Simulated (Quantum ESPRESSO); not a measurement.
WC (Qusongite):

```
W C
1.0
     2.90650    0.00000    0.00000
    -1.45325    2.51710    0.00000
     0.00000    0.00000    2.83660
W C
1 1
Cartesian
  0.0000 0.0000 0.0000
  1.4533 0.8390 1.4183
```

Base run:

- Program: Quantum ESPRESSO 7.5
- Functional: PBEsol
- Potentials or basis: GBRV 1.5 PBEsol
- Cutoff: 762 eV
- Density cutoff: 6095 eV
- k mesh: 10 × 10 × 9
- Occupations: fermi-dirac, width 0.05 eV
- Spin: no spin polarisation
- Hubbard terms: W d U = 5 eV

Its results: band gap on the k mesh none (metal or under the smearing width); pressure -1.5 GPa.

The run is repeated on the same cell with these changes: hubbard terms from W d U = 5 eV to none. What comes out?

Band gap on the k mesh none (metal or under the smearing width); pressure -2.6 GPa.

Caveats: U without spin polarisation on a metal has little footing (some runs); the U is typed as a test and isn't derived for this compound (some runs).
